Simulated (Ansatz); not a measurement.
Geometry optimisation, DFT PBEsol, scalar-relativistic, plane waves, PAW (Ansatz 0.2.0).

input.yaml

```yaml
crystal:
  lattice:
    - [-3.219, -5.575472, 0.0]
    - [4.8285, -2.787736, 0.0]
    - [0.0, 0.0, 5.1489]
  atoms:
    - { symbol: Zn, position: [0.5, 0.3333333, 0.0] }
    - { symbol: Zn, position: [0.5, 0.6666667, 0.5] }
    - { symbol: O, position: [0.5, 0.3333333, 0.3816] }
    - { symbol: O, position: [0.5, 0.6666667, 0.8816] }
    - { symbol: Zn, position: [0.25, 0.8333333, 0.0] }
    - { symbol: Zn, position: [0.25, 0.1666667, 0.5] }
    - { symbol: O, position: [0.25, 0.8333333, 0.3816] }
    - { symbol: O, position: [0.25, 0.1666667, 0.8816] }
    - { symbol: Zn, position: [0.0, 0.3333333, 0.0] }
    - { symbol: Zn, position: [0.0, 0.6666667, 0.5] }
    - { symbol: O, position: [0.0, 0.3333333, 0.3816] }
    - { symbol: O, position: [0.0, 0.6666667, 0.8816] }
    - { symbol: Zn, position: [0.75, 0.8333333, 0.0] }
    - { symbol: Zn, position: [0.75, 0.1666667, 0.5] }
    - { symbol: O, position: [0.75, 0.8333333, 0.3816] }
    - { symbol: O, position: [0.75, 0.1666667, 0.8816] }
    - { symbol: O, position: [0.7539215, 0.3420202, 0.1892303], spin: 1.0 }
magnetization:
  spin_polarized: true
basis:
  ecutwfc: 420.0
kpoints:
  mp_grid: { grid: [2, 2, 2] }
hamiltonian:
  xc: pbesol
scf:
  occupations: { method: fermi_dirac, width: 0.05 }
  lower_state_search: "off"
relax:
  f_tol: 0.03
  max_steps: 60
  adjacent_minimum: "off"
output:
  write_density: true
  write_potential: true
  elf: true
  volumetric_format: npy
```

Run as:

```bash
$ ansatz run input.yaml --threads 2 --pin off --max-ram 5120MiB --backend cpu --events-out ev --progress --plain --runs-dir out
```

Question: Where does it end, and by what steps?

Answer: The forces met the threshold. Limits of this set-up: coarse k mesh, a small cell, in which the defect meets its images. After 7 steps the energy has fallen by 2.474 eV; O17 moved furthest, 0.84 Å. Joined: Zn13–O17 (2.91 → 1.94 Å).

| step | energy less start (eV) | largest force component (eV/Å) | accepted |
| --- | --- | --- | --- |
| 0 | 0.0000 | 4.016 | yes |
| 1 | -1.3370 | 2.049 | yes |
| 2 | -2.1295 | 0.721 | yes |
| 3 | -2.3062 | 0.301 | yes |
| 4 | -2.4087 | 0.177 | yes |
| 5 | -2.4603 | 0.155 | yes |
| 6 | -2.4739 | 0.037 | yes |
| 7 | -2.4742 | 0.023 | yes |

```xyz
17
Lattice="-3.2190 -5.5755 0.0000 4.8285 -2.7877 0.0000 0.0000 0.0000 5.1489" Properties=species:S:1:pos:R:3
Zn -0.037 -3.726 0.051
Zn 1.539 -4.654 2.502
O -0.030 -3.554 2.089
O 1.655 -4.556 4.438
Zn 3.214 -3.716 0.011
Zn -0.163 -1.766 2.712
O 3.139 -3.672 1.941
O 0.019 -1.871 4.658
Zn 1.597 -0.895 0.051
Zn 3.189 -1.796 2.502
O 1.452 -0.987 2.088
O 3.162 -1.946 4.438
Zn 1.486 -6.435 -0.019
Zn -1.536 -4.690 2.561
O 1.701 -6.559 2.017
O -1.790 -4.544 4.494
O -0.059 -5.543 0.755
```

Whether the end is a true minimum wasn't checked by a vibrational analysis.

Run time: 56 s on 2 threads of Intel(R) Xeon(R) Platinum 8488C (Sapphire Rapids), on a shared host, peak memory 0.71 GiB.
